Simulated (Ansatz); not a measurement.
Method: Ansatz 0.2.0, DFT PBE, scalar-relativistic, plane waves, PAW. Settings: cutoff 420 eV, Γ-centred meshes spaced at most about 0.3 Å⁻¹, and about 0.25 Å⁻¹ or finer for metals (2π included), Gaussian smearing. Collinear spin in cells that started with moments and kept them past the coarse steps, no spin elsewhere.

All energies are static (0 K, no zero-point motion). All come from trial cells, and lower structures may exist.

Question: Which of these relaxed structures of GaCo is the lowest in energy?
A.

Space group Immm (No. 71). a = 2.763 Å, b = 5.206 Å, c = 7.311 Å, α = 90.00°, β = 90.00°, γ = 90.00°
| atom | site | symmetry | x | y | z |
| --- | --- | --- | --- | --- | --- |
| Ga | 4i | mm2 | 0.5000 | 0.5000 | 0.2907 |
| Co | 4h | m2m | 0.5000 | 0.7344 | 0.0000 |

B.

Space group C2/m (No. 12). a = 9.037 Å, b = 2.760 Å, c = 4.180 Å, α = 90.00°, β = 108.54°, γ = 90.00°
```json
{"atom": "Ga", "site": "4i", "symmetry": "m", "x": "0.1158", "y": "0.0000", "z": "0.3034"}
{"atom": "Co", "site": "4i", "symmetry": "m", "x": "0.1294", "y": "0.5000", "z": "0.8096"}
```

Answer: B. It has space group C2/m (No. 12); the next, A, with space group Immm (No. 71), lies 184 meV/atom higher. Largest moments: B 0.6 μB, A no spin. Counting all near atoms (those within 1.25 times the shortest distance at each site; a plus sign parts nearer from farther groups), the lowest has Ga 13, Co 12 and the next has Ga 6+7, Co 7+3.

Another magnetic order may lie lower. Trial moments died out on the coarse mesh in Immm; another magnetic start might hold. Cells relaxed within their symmetry can be saddle points. The C2/m cell of GaCo came from shaking the Immm one. The part of the Crystallography Open Database at hand lists GaCo in space group No. 221, which no cell shown has. Some types were kept out of the candidates beforehand, so the set may lack a known form.
